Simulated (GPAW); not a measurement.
The system is Sn.

```
Sn
1.0
    -1.66644    1.70779    2.18280
     1.79387   -1.85892    2.39165
     1.69371    1.88544   -2.29756
Sn
1
Direct
  0.00000 0.00000 0.00000
```

This isn't the form of Sn at room conditions, which is tetragonal (white tin).

The cell isn't the ideal one: cell sheared at random, sigma 0.06, atoms nudged by 0.01 Å.

```yaml
Program: GPAW 26.7.0
Task: relaxation of cell and atoms
Functional: revPBE
Dispersion: D3(BJ)
Potentials_or_basis: the program's PAW data sets (release 1.2.1) made for this functional
Cutoff: 600 eV
Basis: pw
k_mesh: 8 × 8 × 9
Occupations: fermi-dirac, width 0.05 eV
Spin: no spin polarisation
```

At the start: pressure -3.7 GPa; volume 28.61 Å³/atom.

Question: How do energy, volume and symmetry change on relaxing?

Answer: Over 8 steps the energy falls by 66.2 meV/atom and the volume is 26.01 Å³/atom (-9.1 %); space group I4/mmm (No. 139, to 0.05 Å).

Step by step:
```tsv
step	energy change (eV)	largest force (eV/Å)	pressure (GPa)	volume (Å³)
1	0.0000	0.0000	-3.74	28.61
2	-0.0234	0.0000	-2.75	27.80
3	-0.0564	0.0000	2.42	25.03
4	-0.0620	0.0000	0.37	25.86
5	-0.0643	0.0000	0.25	25.90
6	-0.0661	0.0000	-0.01	26.01
7	-0.0661	0.0000	-0.03	26.02
8	-0.0662	0.0000	-0.03	26.01
```

Final structure:
```
CELL_PARAMETERS angstrom
-1.73011 1.72369 2.20468
1.72835 -1.73518 2.20047
1.70804 1.71325 -2.20922
ATOMIC_POSITIONS crystal
Sn 0.00000 0.00000 0.00000
```

Caveat: later steps reuse the first step's grids; pairwise dispersion overbinds metals, which lowers pressure and volume.
